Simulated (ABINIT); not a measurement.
# GaN (P6_3mc) in ABINIT: band structure with r2SCAN

Aim: the band structure of GaN with r2SCAN.

All numbers are computed with ABINIT 10.8.3 (patched build); they aren't measurements. Logs are shortened: lines on timing, memory, paths and dates and some standing lists are left out, and cuts for length are marked. The log counts tension as positive stress, the text compression.

**The experiment to reproduce.**

From “Studying electronic properties in GaN without electrical contacts using γ-γ vs e−-γ Perturbed Angular Correlations”, 2019, pmc:6823545, for a bulk crystal of GaN: band gap 3.503 ± 0.005 eV (direct).

How close the calculation comes is told below.

### 1 The structure

The structure is hexagonal, space group P6_3mc (No. 186). Conventional cell: a = 3.180 Å, b = 3.180 Å, c = 5.166 Å, α = 90.00°, β = 90.00°, γ = 120.00°. Ga (site symmetry 3m) has 4 N at 1.94 to 1.95 Å as nearest neighbours. N (site symmetry 3m) has 4 Ga at 1.94 to 1.95 Å as nearest neighbours.

### 2 Band structure, r2SCAN

run.abi

```
ndtset 2

pp_dirpath "./"
pseudos "Ga.GGA_PBE-JTH.xml, N.GGA_PBE-JTH.xml"

acell 3*1.0
rprim
     6.0093290763     0.0000000000     0.0000000000
    -3.0046645382     5.2042316397     0.0000000000
     0.0000000000     0.0000000000     9.7623251598
ntypat 2
znucl 31 7
natom 4
typat 1 1 2 2
xred
     0.6666666667     0.3333333333     0.5000000000
     0.3333333333     0.6666666667     0.0000000000
     0.6666666667     0.3333333333     0.8750000000
     0.3333333333     0.6666666667     0.3750000000

ecut 843.552974 eV
pawecutdg 53.0

ixc -497498
usekden 1
pawxcdev 0

occopt 3
tsmear 0.05 eV

nstep 100

iomode 3
prtwf 0
prteig 0
prtebands 0
prtden1 1
prtkden1 1

kptopt1 1
ngkpt1 10 10 5
nshiftk1 1
shiftk1 0.0 0.0 0.0
nband1 22
tolvrs1 1.0e-7

iscf2 -2
getden2 1
getkden2 1
nband2 28
nbdbuf2 4
tolwfr2 1.0e-11
kptopt2 -7
ndivsm2 8
prteig2 1
kptbounds2
     0.0000000000     0.0000000000     0.0000000000
     0.5000000000     0.0000000000     0.0000000000
     0.3333333333     0.3333333333     0.0000000000
     0.0000000000     0.0000000000     0.0000000000
     0.0000000000     0.0000000000     0.5000000000
     0.5000000000     0.0000000000     0.5000000000
     0.3333333333     0.3333333333     0.5000000000
     0.0000000000     0.0000000000     0.5000000000
```

Potentials or basis: JTH PAW PBE v2.0.

Started as:

```
$ abinit run.abi > log 2>&1
```

run.abo:

```text
.Version 10.8.3 of ABINIT
 DATASET    1 : space group P6_3 m c (#186); Bravais hP (primitive hexag.)
================================================================================
 Values of the parameters that define the memory need for DATASET  1.
     intxc =       0    ionmov =       0      iscf =      17    lmnmax =      18
     lnmax =       6     mgfft =      50  mpssoang =       3    mqgrid =    3200
     natom =       4  nloc_mem =       2    nspden =       1   nspinor =       1
    nsppol =       1      nsym =      12    n1xccc =       1    ntypat =       2
    occopt =       3   xclevel =       2
       mpw =        2541          nfft =       51200          nkpt =          42
 PAW method is used; the additional fine FFT grid is defined by:
   mgfftf=        64    nfftf =    102400
================================================================================
================================================================================

 DATASET    2 : space group P6_3 m c (#186); Bravais hP (primitive hexag.)
================================================================================
 Values of the parameters that define the memory need for DATASET  2.
     intxc =       0    ionmov =       0      iscf =      -2    lmnmax =      18
     lnmax =       6     mgfft =      50  mpssoang =       3    mqgrid =    3200
     natom =       4  nloc_mem =       2    nspden =       1   nspinor =       1
    nsppol =       1      nsym =      12    n1xccc =       1    ntypat =       2
    occopt =       3   xclevel =       2
       mpw =        2549          nfft =       51200          nkpt =          91
 PAW method is used; the additional fine FFT grid is defined by:
   mgfftf=        64    nfftf =    102400
================================================================================
================================================================================

--------------------------------------------------------------------------------
------------- Echo of variables that govern the present computation ------------
--------------------------------------------------------------------------------
 -outvars: echo values of preprocessed input variables --------
            acell      1.0000000000E+00  1.0000000000E+00  1.0000000000E+00 Bohr
              amu      6.97230000E+01  1.40067400E+01
             ecut      3.10000000E+01 Hartree
           getden1          0
           getden2          1
          getkden1          0
          getkden2          1
             iscf1         17
             iscf2         -2
                       outvar_i_n : Printing only first  50 k-points.
              ixc     -497498
           jdtset        1    2
                       outvar_i_n : Printing only first  50 k-points.
           kptopt1          1
           kptopt2         -7
         kptrlatt       10    0    0      0   10    0      0    0    5
          kptrlen1     4.88116258E+01
          kptrlen2     3.00000000E+01
            natom           4
            nband1         22
            nband2         28
           nbdbuf1          0
           nbdbuf2          4
           ndtset           2
           ndivsm1          0
           ndivsm2          8
            ngfft          32      32      50
          ngfftdg          40      40      64
             nkpt1         42
             nkpt2         91
            nstep         100
             nsym          12
           ntypat           2
           occopt           3
        pawecutdg      5.30000000E+01 Hartree
         pawxcdev           0
        prtebands           0
           prteig1          0
           prteig2          1
          prtkden           1
            prtwf           0
            rprim      6.0093290763E+00  0.0000000000E+00  0.0000000000E+00
                      -3.0046645382E+00  5.2042316397E+00  0.0000000000E+00
                       0.0000000000E+00  0.0000000000E+00  9.7623251598E+00
           shiftk1     0.00000000E+00  0.00000000E+00  0.00000000E+00
           shiftk2     5.00000000E-01  5.00000000E-01  5.00000000E-01
[... 1186 lines left out ...]
  6.1724E-01  6.1724E-01  8.4357E-01  8.4357E-01
 Non-SCF case, kpt   91 (  0.00000  0.00000  0.50000), residuals and eigenvalues=
  7.44E-12  7.49E-12  2.28E-12  3.70E-12  6.59E-12  5.86E-12  3.49E-12  3.92E-12
  2.35E-12  3.91E-12  4.64E-12  6.33E-12  5.26E-12  3.59E-12  4.53E-12  2.25E-12
  4.05E-12  2.87E-12  6.13E-12  1.70E-12  2.73E-12  8.51E-12  6.76E-12  7.58E-12
  4.55E-12  5.27E-12  1.38E-08  6.81E-08
 -3.9140E-01 -3.9140E-01 -2.9906E-01 -2.9906E-01 -2.9906E-01 -2.9906E-01
 -2.8842E-01 -2.8842E-01 -2.8711E-01 -2.8711E-01 -2.8711E-01 -2.8711E-01
  6.1763E-02  6.1763E-02  1.8675E-01  1.8675E-01  1.8675E-01  1.8675E-01
  3.8369E-01  3.8369E-01  5.4664E-01  5.4664E-01  6.1596E-01  6.1596E-01
  6.1596E-01  6.1596E-01  8.4215E-01  8.4215E-01

Result for kinetic energy density :

--------------------------------------------------------------------------------
 Total kinetic energy density [Ha/Bohr^3]
)     Maximum=    2.6015E+00  at reduced coord.    0.6750    0.3500    0.8750
)     Minimum=    2.9346E-03  at reduced coord.    0.0000    0.0000    0.1875
   Integrated=    2.1740E+01
--------------------------------------------------------------------------------

--- !ResultsGS
iteration_state: {dtset: 2, }
comment   : Summary of ground state results
lattice_vectors:
- [  6.0093291,   0.0000000,   0.0000000, ]
- [ -3.0046645,   5.2042316,   0.0000000, ]
- [  0.0000000,   0.0000000,   9.7623252, ]
lattice_lengths: [   6.00933,    6.00933,    9.76233, ]
lattice_angles: [ 90.000,  90.000, 120.000, ] # degrees, (23, 13, 12)
lattice_volume:   3.0530638E+02
convergence: {deltae:  0.000E+00, res2:  0.000E+00, residm:  9.998E-12, diffor:  0.000E+00, }
etotal    :  -1.64054344E+02
entropy   :   0.00000000E+00
fermie    :   2.52477221E-01
cartesian_stress_tensor: null
pressure_GPa: null
xred      :
- [  6.6667E-01,   3.3333E-01,   5.0000E-01, Ga]
- [  3.3333E-01,   6.6667E-01,   0.0000E+00, Ga]
- [  6.6667E-01,   3.3333E-01,   8.7500E-01,  N]
- [  3.3333E-01,   6.6667E-01,   3.7500E-01,  N]
cartesian_forces: null
force_length_stats: {min: null, max: null, mean: null, }
...

 Integrated electronic density in atomic spheres:
 ------------------------------------------------
 Atom  Sphere_radius  Integrated_density
    1        2.10359         11.17645106
    2        2.10359         11.17645106
    3        1.20497          2.55781270
    4        1.20497          2.55781270

================================================================================

 ----iterations are completed or convergence reached----

 Mean square residual over all n,k,spin=   51.669E-13; max=  99.985E-13
 reduced coordinates (array xred) for    4 atoms
       0.666666666667      0.333333333333      0.500000000000
       0.333333333333      0.666666666667      0.000000000000
       0.666666666667      0.333333333333      0.875000000000
       0.333333333333      0.666666666667      0.375000000000

 cartesian coordinates (angstrom) at end:
    1      1.58999999890987     0.91798692737376     2.58299999824324
    2     -0.00000000001764     1.83597385474752     0.00000000000000
    3      1.58999999890987     0.91798692737376     4.52024999692566
    4     -0.00000000001764     1.83597385474752     1.93724999868243
 length scales=  1.000000000000  1.000000000000  1.000000000000 bohr
              =  0.529177210544  0.529177210544  0.529177210544 angstroms
 Eigenvalues (hartree) for nkpt=  91  k points:
 kpt#   1, nband= 28, wtk=  1.00000, kpt=  0.0000  0.0000  0.0000 (reduced coord)
  -0.41346   -0.37515   -0.30084   -0.30001   -0.30001   -0.29737   -0.29737   -0.28931
  -0.28931   -0.28557   -0.28557   -0.24433   -0.06054    0.16708    0.16708    0.20513
   0.20743    0.20743    0.29484    0.38566    0.57484    0.59642    0.59642    0.63241
   0.66800    0.66800    0.77520    0.81031
 kpt#   2, nband= 28, wtk=  1.00000, kpt=  0.0333  0.0000  0.0000 (reduced coord)
  -0.41305   -0.37502   -0.30080   -0.29995   -0.29988   -0.29733   -0.29729   -0.28935
  -0.28932   -0.28565   -0.28556   -0.24406   -0.05994    0.16381    0.16615    0.20294
   0.20486    0.20707    0.29891    0.38854    0.57382    0.59259    0.59762    0.63328
   0.66541    0.66903    0.76965    0.80695
 kpt#   3, nband= 28, wtk=  1.00000, kpt=  0.0667  0.0000  0.0000 (reduced coord)
  -0.41180   -0.37466   -0.30065   -0.29976   -0.29951   -0.29718   -0.29703   -0.28945
  -0.28933   -0.28587   -0.28553   -0.24325   -0.05813    0.15454    0.16345    0.19194
   0.20350    0.20596    0.30919    0.39657    0.56998    0.58334    0.60107    0.63533
   0.65873    0.67197    0.75598    0.79931
 kpt#   4, nband= 28, wtk=  1.00000, kpt=  0.1000  0.0000  0.0000 (reduced coord)
  -0.40979   -0.37409   -0.30037   -0.29946   -0.29890   -0.29691   -0.29662   -0.28963
[... 424 lines left out ...]
  -0.39022   -0.39022   -0.29887   -0.29887   -0.29873   -0.29873   -0.28954   -0.28954
  -0.28712   -0.28712   -0.28522   -0.28522    0.06144    0.06144    0.17716    0.17716
   0.18386    0.18386    0.39240    0.39240    0.53881    0.53881    0.61434    0.61434
   0.62104    0.62104    0.84575    0.84575
 kpt#  90, nband= 28, wtk=  1.00000, kpt=  0.0196  0.0196  0.5000 (reduced coord)
  -0.39110   -0.39110   -0.29901   -0.29901   -0.29897   -0.29897   -0.28887   -0.28887
  -0.28712   -0.28712   -0.28647   -0.28647    0.06171    0.06171    0.18420    0.18420
   0.18603    0.18603    0.38601    0.38601    0.54455    0.54455    0.61555    0.61555
   0.61724    0.61724    0.84357    0.84357
 kpt#  91, nband= 28, wtk=  1.00000, kpt=  0.0000  0.0000  0.5000 (reduced coord)
  -0.39140   -0.39140   -0.29906   -0.29906   -0.29906   -0.29906   -0.28842   -0.28842
  -0.28711   -0.28711   -0.28711   -0.28711    0.06176    0.06176    0.18675    0.18675
   0.18675    0.18675    0.38369    0.38369    0.54664    0.54664    0.61596    0.61596
   0.61596    0.61596    0.84215    0.84215

== END DATASET(S) ==============================================================
================================================================================

 -outvars: echo values of variables after computation  --------
            acell      1.0000000000E+00  1.0000000000E+00  1.0000000000E+00 Bohr
           etotal1    -1.6405434381E+02
            fcart1     8.9615502462E-28  1.7591441720E-27 -3.3719861274E-03
                       1.7923100492E-28  1.3452278962E-27 -3.3719861274E-03
                      -1.2546170345E-27  2.1730604478E-27  3.3719861274E-03
                       1.7923100492E-28 -5.2774325160E-27  3.3719861274E-03
            rprim      6.0093290763E+00  0.0000000000E+00  0.0000000000E+00
                      -3.0046645382E+00  5.2042316397E+00  0.0000000000E+00
                       0.0000000000E+00  0.0000000000E+00  9.7623251598E+00
           strten1    -1.2827144759E-04 -1.2827144699E-04 -1.9216270300E-04
                       0.0000000000E+00  0.0000000000E+00  1.9699524205E-13
           xangst      1.5899999989E+00  9.1798692737E-01  2.5829999982E+00
                      -1.7639790514E-11  1.8359738547E+00  0.0000000000E+00
                       1.5899999989E+00  9.1798692737E-01  4.5202499969E+00
                      -1.7639790514E-11  1.8359738547E+00  1.9372499987E+00
             xred      6.6666666667E-01  3.3333333333E-01  5.0000000000E-01
                       3.3333333333E-01  6.6666666667E-01  0.0000000000E+00
                       6.6666666667E-01  3.3333333333E-01  8.7500000000E-01
                       3.3333333333E-01  6.6666666667E-01  3.7500000000E-01
 Calculation completed.
```

It took 8.4 min on 1 thread of Intel Xeon Platinum 8488C (Sapphire Rapids), shared host; peak memory 0.23 GiB.

What came out:

```
Free energy                                           : -4464.1461 eV
Pressure                                              : 4.4 GPa
Largest force                                         : 0.173 eV/Å
Band gap on the k mesh                                : 2.38 eV, direct
Band gap along the path                               : 2.38 eV, direct
Valence electrons inside the program's atomic spheres : Ga 11.18; N 2.56
```

Forces in eV/Å, atoms in the order of the input:
```
Ga   0.000  0.000 -0.173
Ga   0.000  0.000 -0.173
N    0.000  0.000  0.173
N    0.000  0.000  0.173
```

Stress tensor (GPa, compression positive):
```
3.77 0.00 0.00
0.00 3.77 0.00
0.00 0.00 5.65
```

Levels at the corners of the path, in eV from the valence-band top:
| point | band 16 | band 17 | band 18 | band 19 | band 20 | band 21 |
| --- | --- | --- | --- | --- | --- | --- |
| Γ | -0.06 | 0.00 | 0.00 | 2.38 | 4.85 | 10.00 |
| M | -2.87 | -2.31 | -1.02 | 5.56 | 6.15 | 6.57 |
| K | -3.12 | -3.12 | -2.80 | 5.54 | 8.60 | 8.60 |
| Γ | -0.06 | 0.00 | 0.00 | 2.38 | 4.85 | 10.00 |
| A | -0.56 | -0.56 | -0.56 | 4.80 | 4.80 | 9.23 |
| L | -2.02 | -1.99 | -1.99 | 4.89 | 4.89 | 8.48 |
| H | -4.34 | -1.56 | -1.56 | 7.08 | 7.08 | 7.86 |
| A | -0.56 | -0.56 | -0.56 | 4.80 | 4.80 | 9.23 |

Caveat: totals of a meta-GGA on PAW files have another zero than those of a GGA; the PAW data sets were made with another functional, which shifts forces and pressure a little.

### 3 Comparison with measurements

Step 2. A measured gap of GaN is 3.503 eV (direct; quoted in “Studying electronic properties in GaN without electrical contacts using γ-γ vs e−-γ Perturbed Angular Correlations”, 2019, pmc:6823545); the calculated 2.38 eV misses it by -1.12 eV. Spin-orbit coupling on Ga is left out. The value is that of r2SCAN, without temperature or zero-point motion.
